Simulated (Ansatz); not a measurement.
**Ag: single point with PBE**

Ag:

```
CELL_PARAMETERS angstrom
0.00000 2.04275 2.04275
2.04275 0.00000 2.04275
2.04275 2.04275 0.00000
ATOMIC_POSITIONS crystal
Ag 0.00000 0.00000 0.00000
```

- Program: Ansatz 0.2.0
- Task: single point
- Functional: PBE
- Potentials or basis: Ansatz PAW
- Cutoff: 420 eV (not typed: the program's choice for these potentials)
- k mesh: 11 × 11 × 11
- Occupations: gaussian, width 0.014 eV
- Spin: no spin polarisation

```json
{"Pressure": "4.3 GPa", "Band gap on the k mesh": "none (metal or under the smearing width)"}
```

Levels at points of the mesh, in eV from the Fermi level:
```
           k point  band 8  band 9  band 10  band 11  band 12  band 13
(0.00, 0.00, 0.00)   -5.07   -4.04    -4.04    15.61    19.19    19.19
```

Run time: 0.7 s on 2 threads of Arm Neoverse V1, on a shared host, peak memory 0.26 GiB.
